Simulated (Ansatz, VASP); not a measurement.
# Si53WC54 (W_Si) in two plane-wave programs

Wanted: the spread between two codes on one cell, functional and k mesh. The cell is taken from a series of runs on this material, whose earlier steps may have relaxed, scaled, displaced or heated it; both programs get it as it stands.

Main program and level: Ansatz 0.2.0; plane waves, with VASP 6.6.1 beside it; r2SCAN.

### Step 1. Starting point

The cell holds 108 atoms: 53 Si, 54 C and 1 W. Its edges and angles: a = 9.236 Å, b = 9.236 Å, c = 15.108 Å, α = 90.0°, β = 90.0°, γ = 120.0°. It derives from SiC (SiC (P6_3mc)). Nearest the centre at fractional (0.667, 0.667, 0.500): W108 at 0.03 Å, C82 at 2.01 Å, C106 at 2.02 Å, C88 at 2.04 Å, C103 at 2.06 Å, Si47 at 3.08 Å, Si17 at 3.08 Å, Si27 at 3.10 Å.

### Step 2. VASP: single point, r2SCAN

A single point takes one fixed geometry, so differences don't come from the geometry; what else differs is listed under the comparison.

Lines of VASP's logs that name or quote its potential files are left out, and so is its time.

File INCAR:

```
SYSTEM = Si53WC54
PREC = Accurate
ENCUT = 580
EDIFF = 1E-06
NELM = 120
ISMEAR = -1
SIGMA = 0.01
LREAL = Auto
ALGO = Normal
METAGGA = R2SCAN
LASPH = .TRUE.
NBANDS = 296
LORBIT = 11
LWAVE = .FALSE.
LCHARG = .FALSE.
ISIF = 2
ISYM = 0
GGA_COMPAT = .FALSE.
LMIXTAU = .TRUE.
KPAR = 4
```

File POSCAR:

```
Si53WC54
1.0
    9.2359949282      0.0000000000      0.0000000000
   -4.6179974641      7.9986062370      0.0000000000
    0.0000000000      0.0000000000     15.1078644027
Si C W
53 54 1
Direct
    0.1117560263      0.2218254050      0.8324307888
    0.2221268853      0.1124641162      0.3325337146
[... 2 atom lines left out ...]
    0.0031470623      0.0027951595      0.5000837499
[... 2 atom lines left out ...]
    0.2224478202      0.4460772068      0.3329492624
    0.2227998627      0.4450086081      0.6661525775
[... 7 atom lines left out ...]
    0.0013633444      0.6688253112      0.4993391581
[... 5 atom lines left out ...]
    0.3330095669      0.0014667454      0.4996623078
[... 2 atom lines left out ...]
    0.5549969408      0.4447535804      0.3305380865
    0.5549232656      0.4440372405      0.6675072043
[... 1 atom line left out ...]
    0.3315043095      0.3309202400      0.4999624911
[... 2 atom lines left out ...]
    0.5550116654      0.7797621216      0.3307475806
    0.5551521459      0.7793130617      0.6680488177
[... 1 atom line left out ...]
    0.3310660127      0.6686902678      0.4997983219
[... 2 atom lines left out ...]
    0.8886543731      0.1123398088      0.3329664071
    0.8890970051      0.1113240184      0.6661610179
[... 1 atom line left out ...]
    0.6657655477      0.0033381523      0.4998572529
[... 2 atom lines left out ...]
    0.8884324005      0.4462468305      0.3326881516
    0.8892779535      0.4447009565      0.6662515429
[... 1 atom line left out ...]
    0.6654675518      0.3327531082      0.4992846252
[... 2 atom lines left out ...]
    0.8898983483      0.7796580687      0.3306206852
    0.8899378983      0.7792752366      0.6674928724
[... 3 atom lines left out ...]
    0.9997851868      0.0016959222      0.3742067082
[... 2 atom lines left out ...]
    0.2223584985      0.1116697616      0.5417891943
[... 5 atom lines left out ...]
    0.2225254582      0.4452584297      0.5410035883
[... 2 atom lines left out ...]
    0.9999193932      0.6688624002      0.3738988956
    0.1126813223      0.8894146518      0.7092888113
[... 1 atom line left out ...]
    0.2219002738      0.7791178371      0.5417993356
[... 3 atom lines left out ...]
    0.4443375108      0.2211410026      0.7092604893
[... 1 atom line left out ...]
    0.5551925901      0.1122903687      0.5417761761
[... 2 atom lines left out ...]
    0.3331739480      0.3349755943      0.3741330899
    0.4444656878      0.5558880502      0.7085670629
    0.5545014028      0.4434111754      0.2058963224
    0.5473435565      0.4294481470      0.5446091469
[... 2 atom lines left out ...]
    0.3331247641      0.6688796264      0.3741647268
    0.4440315419      0.8897831382      0.7096992023
    0.5548037910      0.7795312525      0.2060508771
    0.5475750293      0.7871751378      0.5453627902
[... 2 atom lines left out ...]
    0.6659978081      0.0017720851      0.3741634316
[... 2 atom lines left out ...]
    0.8889780012      0.1118265028      0.5410178546
[... 2 atom lines left out ...]
    0.6659323011      0.3349289638      0.3738504646
    0.7784825106      0.5554696583      0.7083009289
[... 1 atom line left out ...]
    0.8888507488      0.4454132114      0.5412519065
[... 2 atom lines left out ...]
    0.6663694300      0.6682099333      0.3632319801
    0.7785646803      0.8900412400      0.7086805226
    0.8909857167      0.7798185927      0.2059405327
    0.9039569377      0.7866974899      0.5446865261
[... 1 atom line left out ...]
    0.6652718261      0.6680636741      0.4989138822
```

File KPOINTS:

```
Points of the shifted mesh
8
Reciprocal
 0.2500000000  0.2500000000  0.2500000000 1
 0.2500000000  0.2500000000  0.7500000000 1
 0.2500000000  0.7500000000  0.2500000000 1
 0.2500000000  0.7500000000  0.7500000000 1
 0.7500000000  0.2500000000  0.2500000000 1
 0.7500000000  0.2500000000  0.7500000000 1
 0.7500000000  0.7500000000  0.2500000000 1
 0.7500000000  0.7500000000  0.7500000000 1
```

PAW data sets: Si, C and W (PBE family, release 64).

The run is started by

```
mpirun -np 8 vasp_std
```

Numbers of over 12 decimals in the logs are rounded to 6 here.

Log:

```text
[banner, memory and clock lines left out]
running    8 mpi-ranks, on    1 nodes
[...]
|                                                                             |
|           W    W    AA    RRRRR   N    N  II  N    N   GGGG   !!!           |
|           W    W   A  A   R    R  NN   N  II  NN   N  G    G  !!!           |
|           W    W  A    A  R    R  N N  N  II  N N  N  G       !!!           |
|           W WW W  AAAAAA  RRRRR   N  N N  II  N  N N  G  GGG   !            |
|           WW  WW  A    A  R   R   N   NN  II  N   NN  G    G                |
|           W    W  A    A  R    R  N    N  II  N    N   GGGG   !!!           |
|                                                                             |
|     For optimal performance we recommend to set                             |
|       NCORE = 2 up to number-of-cores-per-socket                            |
|     NCORE specifies how many cores store one orbital (NPAR=cpu/NCORE).      |
|     This setting can greatly improve the performance of VASP for DFT.       |
[...]
|               ----> ADVICE to this user running VASP <----                  |
|                                                                             |
|     You enforced a specific xc type in the INCAR file but a different       |
|     [... a line on the potential file left out ...]
|     I HOPE YOU KNOW WHAT YOU ARE DOING!                                     |
|                                                                             |

 LDA part: xc-table for (None), standard interpolation
 POSCAR, INCAR and KPOINTS ok, starting setup
[...]
entering main loop
       N       E                     dE             d eps       ncg     rms          rms(c)
DAV:   1     0.119540795564E+04    0.11954E+04   -0.21874E+05  4736   0.150E+03
DAV:   2    -0.107314324060E+04   -0.22686E+04   -0.21329E+04  5760   0.258E+02
DAV:   3    -0.124127195583E+04   -0.16813E+03   -0.16557E+03  5856   0.669E+01
DAV:   4    -0.124592891576E+04   -0.46570E+01   -0.46283E+01  5752   0.128E+01
[...]
DAV:  28    -0.108115407130E+04    0.61156E-05   -0.11164E-05  5688   0.673E-03    0.304E-02
DAV:  29    -0.108115407598E+04   -0.46853E-05   -0.54892E-06  5384   0.448E-03    0.150E-02
DAV:  30    -0.108115407694E+04   -0.95957E-06   -0.37092E-06  4296   0.318E-03
   1 F= -.10811541E+04 E0= -.10811480E+04  d E =-.121898E-01
```

Parts of OUTCAR (step 2):

```text
  FREE ENERGIE OF THE ION-ELECTRON SYSTEM (eV)
  ---------------------------------------------------
  free  energy   TOTEN  =     -1081.1540769441 eV

  energy  without entropy=    -1081.1418871500  energy(sigma->0) =    -1081.14798205
```

The data set W keeps the semicore shell frozen, which is cheaper and a little less accurate.

### Step 3. Ansatz: single point, r2SCAN

Ansatz runs on its PAW soft_1 files.

The same cell, functional, mesh and smearing now go to Ansatz.

File input.yaml:

```yaml
crystal:
  checkpoint: "../qm1_M1.relax.run"
  host: checkpoint
basis:
  ecutwfc: 500
  xc_grid: 2
hamiltonian:
  xc: r2scan
  pseudopotentials: { kind: paw, azcp: { folder: soft_1 } }
kpoints:
  mp_grid: { grid: [2, 2, 2], shift: [0.5, 0.5, 0.5] }
scf:
  occupations: { method: fermi_dirac, width: 0.01 }
  max_iter: 60
output:
  forces: true
  eigenvalues: true
  charged_corrections: { defect_position: [0.666667, 0.666667, 0.499722] }
checkpoint:
  read: "../qm1_M1.relax.run"
  write: "../qm1_M1.point_neutral.run"
  compress: false
  write_wavefunctions: false
  write_every: 100000
```

The run is started by

```
ansatz run input.yaml --threads 4 --pin off --max-ram 15073MiB --backend cpu --events-out ev --progress --plain --runs-dir out
```

Log:

```text
Warning: checkpoint.read: spin treatment differs: saved collinear, current unpolarized; the saved charge density seeds this run and the saved magnetisation is not carried: this deck is unpolarised; the saved density holds an absolute magnetisation of 2.6e0 μB; saved orbitals and DFT+U occupations are not carried; the saved kinetic-energy density and PAW projector densities are carried summed over spin
checkpoint.read: the saved state was converged at a total charge of -1 e, and this run's is 0 e: a saved density that it takes is scaled to its electron count
crystal.checkpoint: the structure is that of <dir>, a `relax` run, at its step 7: its result, under r2scan at a charge of -1 e; 108 atoms read, 0 with a starting moment; this deck's charge is 0 e; crystal.structure_sha256 for this input is
Engine: ansatz 0.2.0, aarch64-unknown-linux-gnu
Pseudopotentials: kind: paw
Pseudopotential: Si, paw, valence charge 4, recommended cutoff 500 eV (meta_gga), soft_1/Si.paw.azcp
Pseudopotential: C, paw, valence charge 4, recommended cutoff 500 eV (meta_gga), soft_1/C.paw.azcp
Pseudopotential: W, paw, valence charge 14, recommended cutoff 500 eV (meta_gga), soft_1/W.paw.azcp
Functional definition: r2SCAN
  parameter k0 = 0.174
  parameter k1 = 0.065
  parameter a1 = 4.9479
  exchange = r2scan_x(k0 = k0, k1 = k1, a1 = a1)
  correlation = r2scan_c
Crystal: 108 atoms, lattice volume = 1116.095 Å³
Basis set: ecut = 500 eV, 28399 PW (Γ), exchange–correlation on 144×144×240 points (8 copies of the dense FFT grid, shifted against one another)
Bands: 329, of which v1, the nominal top of the filled ones, is band 221 counted from 1 (220 counted from 0)
Symmetry: 1 space group operations
Space group: P1 (ITA 1), of the structure as read, at distance tolerance 1.0e-4 Å
k-points: 4 of 8 (time reversal used)
Non-local potential: Si, projectors of the file, l = 0: 2, l = 1: 2, l = 2: 1
Non-local potential: C, projectors of the file, l = 0: 2, l = 1: 2, l = 2: 1
Non-local potential: W, projectors of the file, l = 0: 3, l = 1: 2, l = 2: 2, l = 3: 1
PAW form: soft (Blöchl's): semilocal exchange-correlation on the pseudo side does not see the compensation charge
PAW frozen core: Si, regenerated for the run's functional (the file was generated under x = pbe(κ = 0.804, μ = 0.219515), c = pbe(β = 0.066725))
PAW frozen core: C, regenerated for the run's functional (the file was generated under x = pbe(κ = 0.804, μ = 0.219515), c = pbe(β = 0.066725))
PAW frozen core: W, regenerated for the run's functional (the file was generated under x = pbe(κ = 0.804, μ = 0.219515), c = pbe(β = 0.066725))
PAW one-centre angular grid: Si, 302 points (default); XC on 160 Gauss nodes
PAW one-centre angular grid: C, 302 points (default); XC on 219 of its mesh's 2255 points in the sphere
PAW one-centre angular grid: W, 590 points (default); XC on 160 Gauss nodes
Initial density: read from a saved state, or passed on in memory by an earlier SCF of this step, an earlier step, the calling program or the single point that the run made first
Initial wavefunctions: pseudopotential atomic-orbital guess
Functional: x = r2scan, c = r2scan; τ floored in thin density (d = 2e-4 eV/Å³)
iter 1 solved again at ethr=1.16e-4 eV; its pass at ethr=3.10e-3 eV (dr2=5.12e-1 eV) is discarded
SCF iter   1: F=—  HF=-57885.874678 eV  |F-HF|=—  |Δ(HF+E_count)|=         —  Δρ=4.70e-3  dr2=5.12e-1  dr2_τ=1.32e-2  ethr=1.16e-4  ⟨swp⟩=6.8  Hψ=9071  notcnv=0
preconditioner: auto → Kerker (q_TF=auto, 2.338 Å⁻¹)  [metal: Δε(μ)=0.015 eV  Ē_g=12.643 eV  σ=0.010 eV  W_gap=0.36  n_scr=244 (ndim 8)  ℏωp=23.2 eV  f_vac=0.000  D(μ)=41.61/eV (n_scr^D=312)]
SCF iter   2: F=—  HF=-57885.822298 eV  |F-HF|=—  |Δ(HF+E_count)|=   5.24e-2  Δρ=2.47e-3  dr2=2.16e-1  dr2_τ=3.12e-3  ethr=1.16e-4  ⟨swp⟩=2.2  Hψ=1741  notcnv=0
SCF iter   3: F=—  HF=-57885.810916 eV  |F-HF|=—  |Δ(HF+E_count)|=   1.14e-2  Δρ=8.85e-4  dr2=9.32e-2  dr2_τ=1.71e-3  ethr=4.89e-5  ⟨swp⟩=6.2  Hψ=2142  notcnv=0  defer=1
SCF iter   4: F=—  HF=-57885.804246 eV  |F-HF|=—  |Δ(HF+E_count)|=   6.67e-3  Δρ=5.07e-4  dr2=3.90e-2  dr2_τ=7.25e-4  ethr=2.11e-5  ⟨swp⟩=6.8  Hψ=2060  notcnv=0  defer=1
SCF iter   5: F=—  HF=-57885.800822 eV  |F-HF|=—  |Δ(HF+E_count)|=   3.42e-3  Δρ=3.58e-4  dr2=1.82e-2  dr2_τ=1.72e-4  ethr=8.82e-6  ⟨swp⟩=2.5  Hψ=1550  notcnv=0  defer=195
SCF iter   6: F=—  HF=-57885.798506 eV  |F-HF|=—  |Δ(HF+E_count)|=   2.32e-3  Δρ=2.14e-4  dr2=3.32e-3  dr2_τ=3.22e-5  ethr=4.11e-6  ⟨swp⟩=2.0  Hψ=1278  notcnv=0  defer=195
SCF iter   7: F=—  HF=-57885.798079 eV  |F-HF|=—  |Δ(HF+E_count)|=   4.27e-4  Δρ=1.94e-4  dr2=6.42e-4  dr2_τ=3.86e-5  ethr=7.50e-7  ⟨swp⟩=2.0  Hψ=1414  notcnv=0  defer=195
SCF iter   8: F=—  HF=-57885.798041 eV  |F-HF|=—  |Δ(HF+E_count)|=   3.80e-5  Δρ=9.48e-5  dr2=1.75e-4  dr2_τ=9.48e-6  ethr=1.45e-7  ⟨swp⟩=2.0  Hψ=1800  notcnv=0  defer=195
[...]
k-point 2: bands = [... 217 lower, 9.2554, 9.3221, 9.5226, 11.4404, 11.5955, 11.9728, 12.3810, 12.4559, ... 104 higher]
  k-point 3: bands = [... 217 lower, 9.2712, 9.3159, 9.5195, 11.4318, 11.5976, 12.0375, 12.2894, 12.4391, ... 104 higher]
```

Reading the cycles: dr2 is the Hartree energy of the density residual (eV), the measure of convergence; HF is the Harris–Foulkes estimate of the energy, which meets the free energy F at convergence.

### Step 4. Side by side

Known differences besides the potentials themselves: VASP keeps PBE cores, Ansatz makes them for the functional; the data sets hold 442 valence electrons in Ansatz (on its PAW soft_1 files) and 434 in VASP; the cutoff is 500 eV in Ansatz and 580 eV in VASP (PREC = Accurate, projectors in real space). Total energies have different zeros and are not compared.

Forces on 7 of the 108 atoms, those with the largest forces and the largest differences (eV/Å; atoms numbered as in POSCAR):

| atom | Ansatz x, y, z | VASP x, y, z |
| --- | --- | --- |
| Si27 | 0.239, -0.378, 0.483 | 0.238, -0.370, 0.475 |
| Si51 | 0.445, -0.055, 0.500 | 0.435, -0.063, 0.491 |
| C82 | 0.207, 0.805, -0.009 | 0.206, 0.737, 0.016 |
| C88 | 0.583, -0.387, -0.278 | 0.517, -0.348, -0.250 |
| C103 | 0.167, -0.084, 0.780 | 0.165, -0.083, 0.712 |
| C106 | -0.534, -0.587, -0.061 | -0.476, -0.552, -0.037 |
| W108 | -0.217, 0.157, -0.648 | -0.205, 0.151, -0.650 |

The forces differ by 8.8 meV/Å r.m.s., which is 5.6 % of the r.m.s. force of 0.157 eV/Å (both taken over all components).

### Step 5. Summary of results

| Property | Result |
| --- | --- |
| r.m.s. force difference (single point, r2SCAN) | 8.8 meV/Å |

In words: The r.m.s. force difference is 8.8 meV/Å (single point, r2SCAN), within the 12 meV/Å picked in this series as the mark of a large difference. The data sets hold unlike numbers of valence electrons (442 in Ansatz and 434 in VASP), so part of the differences may come from the potentials. How closely two codes agree says nothing of how well the functional describes the real material.

[Lines on the potential files, build, host, timing and source positions are cut from VASP's logs without a mark.]

[Logs are printed without paths, hosts, clocks, repeated set-up lines and the standing remarks that a program may print on its own settings, such as how far it seeks lower states.]

[Hosts, paths, dates, database ids (printed as entryN), source tags and the programs' standing remarks are cut or masked in the printed files.]
